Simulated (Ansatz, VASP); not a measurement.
Sn: VASP beside Ansatz

The input INCAR:

```
PREC = Accurate
ENCUT = 520
EDIFF = 1E-6
ISMEAR = -1
SIGMA = 0.08
LREAL = F
LASPH = T
NELM = 100
ALGO = Normal
ISIF = 2
LWAVE = F
LCHARG = F
GGA = PE
NBANDS = 13
```

Contents of KPOINTS:

```
regular mesh
0
Gamma
  12 12 12
```

POSCAR

```
Sn
1.0
    2.6063374796      0.0000000000      0.0000000000
    0.0000000000      2.6063374796      0.0000000000
    0.0000000000      0.0000000000      2.6063374796
Sn
1
Direct
    0.0000000000      0.0000000000      0.0000000000
```

Input for Ansatz:

```yaml
crystal:
  lattice:
    - [2.6063374796, 0.0, 0.0]
    - [0.0, 2.6063374796, 0.0]
    - [0.0, 0.0, 2.6063374796]
  atoms:
    - { symbol: Sn, position: [0.0, 0.0, 0.0] }
kpoints:
  mp_grid: { grid: [12, 12, 12] }
scf:
  occupations: { method: fermi_dirac, width: 0.08 }
hamiltonian:
  xc: pbe
  pseudopotentials: { kind: all_electron, lapw: { basis_error: 0.001 } }
output:
  forces: true
  stress: true
  eigenvalues: true
  populations: true
```

Change from the starting cell: volume scaled by 0.6, LAPW.

Alike in both runs: task single point; functional PBE; k mesh 12 × 12 × 12; occupations fermi-dirac, width 0.08 eV; no spin polarisation.

|  | VASP | Ansatz |
| --- | --- | --- |
| version | VASP 6.6.1 | Ansatz 0.2.0 |
| potentials or method | VASP PAW PBE potentials, release 64 (Sn_d) | all-electron LAPW, scalar-relativistic |
| plane-wave cutoff (eV) | 520 | see its input |

```tsv
	VASP	Ansatz	Ansatz less VASP
pressure (GPa)	81.1	81.0	-0.06
```

Ansatz ran all-electron here, so the differences hold the error of VASP's frozen core and of both bases.

Caveats: the cell as given lies far from equilibrium; so large a pressure means that the cell lies far from this level's equilibrium, or that cutoff or potentials fall short (VASP).
